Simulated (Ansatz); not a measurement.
A series in volume scale on Sr

All results are calculated (Ansatz 0.2.0). Plane-wave DFT, scalar-relativistic PAW made under PBE with cores redone for the functional, no dispersion; the given relaxed cell is scaled uniformly, energy at zero smearing counts from the unscaled cell, pressure at the given Fermi-Dirac smearing is positive in compression.

The cell before it is scaled or strained (space group P6/mmm, No. 191):
```
CELL_PARAMETERS angstrom
6.85200 0.00000 0.00000
-3.42600 5.93400 0.00000
0.00000 0.00000 4.09190
ATOMIC_POSITIONS crystal
Sr 0.00000 0.00000 0.00000
Sr 0.33333 0.66667 0.50000
Sr 0.66667 0.33333 0.50000
```

Settings of every row: spin polarised no; functional PBE; wave cutoff 420 eV; smearing width 0.1 eV; k mesh 7x7x10.

Atom starting moment: 0 on all atoms.

Limits: the cell comes from a prototype or a list of computed structures and needn't be the stable phase.

| row | volume scale | V (Å³/atom) | energy change per atom (meV) | pressure (GPa) |
| --- | --- | --- | --- | --- |
| 1 | 0.88 | 48.804 | 31.03 | 1.72 |
| 2 | 0.92 | 51.022 | 12.87 | 1.05 |
| 3 | 0.96 | 53.24 | 2.98 | 0.49 |
| 4 | 1.04 | 57.677 | ? | ? |
| 5 | 1.08 | 59.895 | 10.82 | -0.75 |
| 6 | 1.12 | 62.114 | 23.08 | -1.04 |

Question: what energy change per atom and pressure should row 4 give?

Worked fit of energy change per atom. Take u = (V_r/V)^(2/3) − 1 with V_r = 53.24 Å³ an atom, which is twice the finite (Eulerian) strain; such expansions in the strain, on which the Birch-Murnaghan equation of state is built, carry the rest volume and the bulk modulus. The shown rows have u = 0.05971, 0.02877, 0, -0.07552, -0.09767. Least squares give energy change per atom = 2.928 + 215.95 × u + 4300 × u² meV; a straight line predicts inner rows, each left out in turn, worse (root mean square 11 against 0.36 meV). The rows lie off it by -0.12, 0.17, 0.05, -0.32, 0.22 (root mean square 0.2 meV). The withheld row has u = -0.05197, so the fit gives 2.928 + 215.95 × (-0.05197) + 4300 × (-0.05197)² = 3.32 meV.

The calculation gave 2.89 meV. The fit lies 0.43 meV (15 % of the value, 1.5 % of the column's range) above it; its largest miss of a shown row is 0.32 meV.

Worked fit of pressure. Take u = (V_r/V)^(2/3) − 1 with V_r = 53.24 Å³ an atom, which is twice the finite (Eulerian) strain; such expansions in the strain, on which the Birch-Murnaghan equation of state is built, carry the rest volume and the bulk modulus. The shown rows have u = 0.05971, 0.02877, 0, -0.07552, -0.09767. Least squares give pressure = 0.487 + 18.75 × u + 31.7 × u² GPa; a straight line predicts inner rows, each left out in turn, worse (root mean square 0.083 against 0.0055 GPa). All shown rows lie on it to the printed digit. The pressure vanishes at u = -0.0272, or V = 55.49 Å³ an atom, and there the bulk modulus at fixed shape and fractions is B = −V dP/dV = (2/3)(1 + u) dP/du = 11 GPa. Letting shape and atoms relax would as a rule lower it, by much in layered, chain or molecular crystals. The withheld row has u = -0.05197, so the fit gives 0.487 + 18.75 × (-0.05197) + 31.7 × (-0.05197)² = -0.40 GPa.

The calculation gave -0.4 GPa. The fit meets it to the printed digit.
